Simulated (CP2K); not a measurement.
# Ga: equation of state with PBEsol

The system is Ga.

```
Ga
1.0
     3.02901    0.00000    0.00000
     0.49806    2.98778    0.00000
    -1.76353   -1.49389    1.95784
Ga
1
Direct
  0.00000 0.00000 0.00000
```

This isn't the form of Ga at room conditions, which is orthorhombic.

```
Program             : CP2K 2026.2
Task                : equation of state
Functional          : PBEsol
Potentials or basis : POTENTIAL_UZH Ga GTH-PBE-q13; TZVP-MOLOPT-PBE-GTH basis
Density cutoff      : 6123 eV
k mesh              : 13 × 13 × 13
Occupations         : fermi-dirac, width 0.05 eV
Spin                : no spin polarisation
```

| Property | Result |
| --- | --- |
| Equilibrium volume | 17.82 Å³/atom |
| Bulk modulus at fixed shape and positions | 58 GPa |
| Pressure derivative of the bulk modulus | 6.1 |

Energy against volume, from the lowest point:
| volume (Å³/atom) | energy (meV/atom) |
| --- | --- |
| 16.655 | 16.15 |
| 17.010 | 7.40 |
| 17.364 | 2.15 |
| 17.718 | 0.00 |
| 18.073 | 0.54 |
| 18.427 | 3.41 |
| 18.781 | 8.27 |

All runs of the series together: 13 min on 1 thread of Arm Neoverse V2, on a shared host.

Caveat: the cell was scaled at fixed shape and fractional positions, which overstates the stiffness of a crystal with free parameters, most of all of layers and chains; the potentials were made for another functional, which shifts forces and pressure; the basis of atomic orbitals isn't converged, which shifts pressures, moduli and gaps.
